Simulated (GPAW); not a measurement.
The system is BN.

```
N B
1.0
     0.00000    1.81300    1.81300
     1.81300    0.00000    1.81300
     1.81300    1.81300    0.00000
N B
1 1
Direct
  0.25000 0.25000 0.25000
  0.00000 0.00000 0.00000
```

The cell is a database's computed one.

Base run:

- Program: GPAW 26.7.0
- Functional: revPBE
- Potentials or basis: the program's PAW data sets (release 1.2.1) made for this functional
- Cutoff: 800 eV
- Basis: pw
- k mesh: 13 × 13 × 13
- Occupations: fermi-dirac, width 0.05 eV
- Spin: no spin polarisation

Its results: band gap on the k mesh 4.56 eV, indirect (least direct gap 8.84 eV); pressure 2.9 GPa.

Q: After a change of settings the same cell gave: band gap on the k mesh 4.42 eV, indirect (least direct gap 8.65 eV); pressure -15.5 GPa. Which change was it?
A. functional from revPBE to PBEsol; potentials or basis from the program's PAW data sets (release 1.2.1) made for this functional to PAW data sets generated in the run's folder for this functional
B. functional from revPBE to BLYP; potentials or basis from the program's PAW data sets (release 1.2.1) made for this functional to PAW data sets generated in the run's folder for this functional
C. functional from revPBE to LDA; band points from 80 to 100
D. functional from revPBE to RPBE; band points from 80 to 60

A: C.

Caveats: so large a pressure means that the cell lies far from this level's equilibrium, or that cutoff or potentials fall short (some runs).

Not every run made on this cell is shown here.
